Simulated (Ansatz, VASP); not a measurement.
# Two plane-wave programs on La

INCAR

```
SYSTEM = La
ALGO = Fast ; EDIFF = 1E-6
ENCUT = 520 ; ISIF = 2
ISMEAR = -1 ; LASPH = .TRUE.
LCHARG = .FALSE. ; LREAL = .FALSE.
LWAVE = .FALSE. ; NBANDS = 12
NELM = 100 ; PREC = Accurate
SIGMA = 0.05
```

Contents of KPOINTS:

```
k-points
0
G
  9 9 9
  0 0 0
```

File POSCAR:

```
La
1.0
   -2.1517794217      2.1517794217      2.1517794217
    2.1517794217     -2.1517794217      2.1517794217
    2.1517794217      2.1517794217     -2.1517794217
La
1
Direct
    0.0000000000      0.0000000000      0.0000000000
```

input.yaml

```yaml
crystal:
  lattice:
    - [-2.1517794217, 2.1517794217, 2.1517794217]
    - [2.1517794217, -2.1517794217, 2.1517794217]
    - [2.1517794217, 2.1517794217, -2.1517794217]
  atoms:
    - { symbol: La, position: [0.0, 0.0, 0.0] }
hamiltonian:
  xc: lda
  pseudopotentials: { kind: paw }
kpoints:
  mp_grid: { grid: [9, 9, 9] }
scf:
  occupations: { method: fermi_dirac, width: 0.05 }
output:
  forces: true
  stress: true
  eigenvalues: true
  write_density: true
  write_potential: true
  elf: true
  volumetric_format: npy
```

This isn't the form of La at room conditions, which is double hcp.

Alike in both runs: task single point; functional LDA; k mesh 9 × 9 × 9; occupations fermi-dirac, width 0.05 eV; no spin polarisation.

|  | VASP | Ansatz |
| --- | --- | --- |
| version | VASP 6.6.1 | Ansatz 0.2.0 |
| potentials or method | VASP PAW LDA potentials, release 64 (La) | Ansatz PAW |
| plane-wave cutoff (eV) | 520 | 420 |
| valence electrons in the cell | 11 | 11 |

|  | VASP | Ansatz | Ansatz less VASP |
| --- | --- | --- | --- |
| gap on the k mesh at the Fermi level (eV) | none | none | - |
| pressure (GPa) | -4.6 | -4.5 | +0.05 |

A gap of «none» marks a metal or a gap that the smearing closes.

Caveats: the PAW data sets come from PBE, with cores solved anew for the run's functional, which leaves a small shift of forces and pressure (Ansatz). The runs have no spin-orbit coupling, so splittings on La are missing.
